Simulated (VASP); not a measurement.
# A VASP study of Ba (PBE + D3(BJ)): structure first, properties next, part 4 of 4

Wanted: the relaxed cell of Ba and its properties. The start is a computed cell from the Materials Project.

VASP 6.6.1; PBE with D3(BJ); plane waves and PAW (Ba_sv).

Still holding for the runs below: The k-mesh is coarse for a metal.

So far. Step 13 (Volume scan with PBE + D3(BJ) (run 7)): The pressure falls from -0.34 to -0.49 GPa. The parabola predicted -0.50 GPa, -0.01 GPa off. Step 15 (Fit for PBE + D3(BJ)): The fit over cells of fixed shape and fractional positions puts the volume +0.04 % from the relaxed one. The relaxed cell has a, b, c = 6.964, 4.960, 6.968 Å (conventional setting).

The starting crystal is not the ambient structure of Ba; it is a model or a phase of other conditions.

## Step 16: Independent-particle dielectric function (PBE + D3(BJ))

This step: PBE with D3(BJ); plane waves and PAW (Ba_sv) (VASP 6.6.1).

LOPTICS sums transitions from filled to empty bands. The mesh is finer than in the run before. NBANDS is raised for it.

The input, INCAR:

```
SYSTEM = Ba
PREC = Accurate
ENCUT = 400
EDIFF = 1E-06
NELM = 100
ISMEAR = 1
SIGMA = 0.2
LREAL = .FALSE.
ALGO = Normal
GGA = PE
IVDW = 12
NBANDS = 26
LORBIT = 11
LWAVE = .FALSE.
LCHARG = .FALSE.
KPAR = 2
LOPTICS = .TRUE.
NEDOS = 1500
CSHIFT = 0.1
```

The input, POSCAR:

```
Ba
1.0
    3.4821448971     -2.4798269906      0.0000000000
    3.4821448971      2.4798269906      0.0000000000
    0.0000000000      0.0000000000      6.9677654123
Ba
2
Direct
    0.7494710126      0.2505289874      0.2500000000
    0.2505289874      0.7494710126      0.7500000000
```

The input, KPOINTS:

```
Automatic mesh
0
Gamma
10 10 6
0 0 0
```

PAW data sets: Ba_sv (PBE family, release 64).

Launch:

```sh
$ mpirun -np 2 vasp_std
```

The program printed:

```text
[... set-up lines as in an earlier step ...]
 entering main loop
       N       E                     dE             d eps       ncg     rms          rms(c)
DAV:   1     0.114907085916E+03    0.11491E+03   -0.67930E+03  6448   0.514E+02
DAV:   2     0.437935952565E+01   -0.11053E+03   -0.10649E+03  8592   0.134E+02
DAV:   3    -0.346405161807E+01   -0.78434E+01   -0.77459E+01  9256   0.334E+01
DAV:   4    -0.379999376967E+01   -0.33594E+00   -0.33545E+00  8610   0.545E+00
DAV:   5    -0.380554498018E+01   -0.55512E-02   -0.55504E-02  8196   0.638E-01    0.243E+00
DAV:   6    -0.380327818503E+01    0.22668E-02   -0.78965E-03  8072   0.472E-01    0.144E+00
DAV:   7    -0.380322526180E+01    0.52923E-04   -0.12563E-02  7768   0.659E-01    0.602E-02
DAV:   8    -0.380358490956E+01   -0.35965E-03   -0.64818E-04  9826   0.826E-02    0.384E-02
DAV:   9    -0.380363819332E+01   -0.53284E-04   -0.30406E-05  7182   0.199E-02    0.800E-03
DAV:  10    -0.380364047574E+01   -0.22824E-05   -0.33810E-06  7904   0.740E-03    0.370E-03
DAV:  11    -0.380364028200E+01    0.19373E-06   -0.12332E-06  4940   0.563E-03
   1 F= -.42200080E+01 E0= -.42206852E+01  d E =0.203180E-02
 optical routines
 imaginary and real dielectric function
 recalculating local potential from charge density
 direction            1
 direction            2
 direction            3
```

Run time: 97 s. Hardware: 2 MPI ranks of Intel Xeon Platinum 8259CL at 2.50GHz (Skylake/Cascade Lake), shared host; peak memory 1.1 GiB; 2.9 min of CPU time.

From OUTCAR (step 16):

```text
   k-points           NKPTS =    124   k-points in BZ     NKDIM =    124   number of bands    NBANDS=     26

   NELECT =      20.0000    total number of electrons

 E-fermi :   1.7839

 k-point     1 :       0.0000    0.0000    0.0000
  band No.  band energies     occupation
    ...
      6     -11.9281      2.00000
      7     -11.9277      2.00000
      8     -11.9275      2.00000
      9      -0.9704      2.00000
     10       0.8818      2.00000
     11       2.4567     -0.00002
     12       3.2097     -0.00000
     13       3.6674     -0.00000
     14       3.6712     -0.00000
     15       3.7123     -0.00000
    ...

 Edisp (eV)   -0.41637

  Total      -0.02191    -0.03291    -0.00853     0.00000     0.00000     0.00000
  in kB      -0.29173    -0.43814    -0.11357     0.00000     0.00000     0.00000
  external pressure =       -0.28 kB  Pullay stress =        0.00 kB

 POSITION                                       TOTAL-FORCE (eV/Angst)
 -----------------------------------------------------------------------------------
      3.48214     -1.23729      1.74194         0.000000     -0.003737      0.000000
      3.48214      1.23729      5.22582         0.000000      0.003737     -0.000000
 -----------------------------------------------------------------------------------
    total drift:                                0.000000      0.000000      0.000000

  FREE ENERGIE OF THE ION-ELECTRON SYSTEM (eV)
  ---------------------------------------------------
  free  energy   TOTEN  =        -4.2200079538 eV

  energy  without entropy=       -4.2220397510  energy(sigma->0) =       -4.22068522

 plasma frequency squared (from intraband transitions) (eV^2)
  --------------------------------------------------------------------------------------
       9.833       0.000       0.000
       0.000       9.592       0.000
       0.000       0.000       6.852

[... 8 parts as in an earlier step ...]

[... 8 further parts left out ...]
```

These are independent-particle spectra without excitons or local fields. Fine structure and low peaks depend on the mesh and on CSHIFT. The intraband (Drude) part is not in this spectrum.

Numbers from this step:

| Property | Result |
| --- | --- |
| bands | 26 |
| irreducible k-points | 124 |
| free energy (TOTEN) | -4.220 eV |
| energy at zero smearing | -4.221 eV |
| Fermi energy | 1.784 eV |
| pressure | -0.02811 GPa |

The imaginary dielectric function has structure finer than the step of the table below, so its rows give means over 1 eV, whole bins alone (the curve runs from 0 to 25.0 eV). Peaks (eV: height): xx 0.6: 34.9; yy 0.6: 31.7; zz 0.4: 35.0.

Table of imaginary dielectric function by photon energy; means over each step:

| photon energy (eV) | xx | yy | zz |
| --- | --- | --- | --- |
| 1 | 24.4 | 23.4 | 23.5 |
| 2 | 10.2 | 10.2 | 10.3 |
| 3 | 3.76 | 3.71 | 3.61 |
| 4 | 2.31 | 2.38 | 2.34 |
| 5 | 1.54 | 1.54 | 1.53 |
| 6 | 0.704 | 0.713 | 0.764 |
| 7 | 0.489 | 0.472 | 0.458 |
| 8 | 0.240 | 0.239 | 0.244 |
| 9 | 0.179 | 0.176 | 0.181 |
| 10 | 0.0885 | 0.0834 | 0.0818 |
| 11 | 0.0420 | 0.0411 | 0.0461 |
| 12 | 0.0371 | 0.0374 | 0.0374 |
| 13 | 0.0765 | 0.0769 | 0.0769 |
| 14 | 1.10 | 1.12 | 1.10 |
| 15 | 3.04 | 3.01 | 3.02 |
| 16 | 1.34 | 1.33 | 1.33 |
| 17 | 2.17 | 2.23 | 2.18 |
| 18 | 2.24 | 2.20 | 2.24 |
| 19 | 0.780 | 0.776 | 0.799 |
| 20 | 0.690 | 0.703 | 0.713 |
| 21 | 0.692 | 0.681 | 0.671 |
| 22 | 0.410 | 0.408 | 0.406 |
| 23 | 0.243 | 0.245 | 0.237 |
| 24 | 0.0645 | 0.0710 | 0.0702 |

The real dielectric function by photon energy:

| photon energy (eV) | xx | yy | zz |
| --- | --- | --- | --- |
| 0 | 45.0 | 45.0 | 63.3 |
| 1 | 6.24 | 7.95 | 5.38 |
| 2 | -4.83 | -4.47 | -4.37 |
| 3 | -3.51 | -3.52 | -3.83 |
| 4 | -0.775 | -1.17 | -0.933 |
| 5 | -0.778 | -0.703 | -0.729 |
| 6 | -0.0297 | 0.0898 | 0.0517 |
| 7 | 0.206 | 0.226 | 0.328 |
| 8 | 0.603 | 0.588 | 0.570 |
| 9 | 0.882 | 0.884 | 0.865 |
| 10 | 1.11 | 1.12 | 1.10 |
| 11 | 1.37 | 1.38 | 1.37 |
| 12 | 1.69 | 1.70 | 1.69 |
| 13 | 2.18 | 2.18 | 2.18 |
| 14 | 3.52 | 3.53 | 3.51 |
| 15 | 0.685 | 0.720 | 0.690 |
| 16 | 1.45 | 1.42 | 1.37 |
| 17 | 1.32 | 1.32 | 1.20 |
| 18 | -0.733 | -0.815 | -0.764 |
| 19 | 0.0558 | 0.0703 | -0.0187 |
| 20 | 0.128 | 0.193 | 0.198 |
| 21 | -0.0620 | -0.0899 | -0.0315 |
| 22 | 0.0673 | 0.0380 | 0.0666 |
| 23 | 0.0850 | 0.0793 | 0.0798 |
| 24 | 0.225 | 0.219 | 0.223 |

## Step 17: Results

```json
{"relaxed volume": "60.17 Å³/atom", "relaxed conventional cell a, b, c": "4.926, 4.926, 4.960 Å", "space group after relaxing, within 0.02 Å (lengths above averaged to it)": "I4/mmm (No. 139)", "band gap": "none, a metal", "DOS at the Fermi level": "2.52 states/eV/cell", "bulk modulus from the fit": "9.08 GPa", "volume from the fit": "60.2 Å³/atom"}
```

**Reading.** With PBE + D3(BJ), Ba relaxes to 60.17 Å³/atom in space group I4/mmm, comes out as a metal and has a bulk modulus of 9.08 GPa. Bands along the symmetry lines (PBE + D3(BJ)): Of the bands kept, 3 cross the Fermi level on this path. The k-sampling is coarse for a metal, so the Fermi level, pressures and the shape of the cell carry errors. No search among competing phases was made. All values are for a static lattice at zero temperature.

[Lines on the potential files, build, host, timing and source positions are cut from VASP's logs without a mark.]

[Logs are printed without paths, hosts, clocks, repeated set-up lines and the standing remarks that a program may print on its own settings, such as how far it seeks lower states.]

[Hosts, paths, dates, database ids (printed as entryN), source tags and the programs' standing remarks are cut or masked in the printed files.]

[A measured line is paired with the nearest computed mode of its activity, which favours agreement.]

[In band tables of VASP the shares of atoms and orbitals are scaled to a sum of 1 inside the atoms' spheres.]
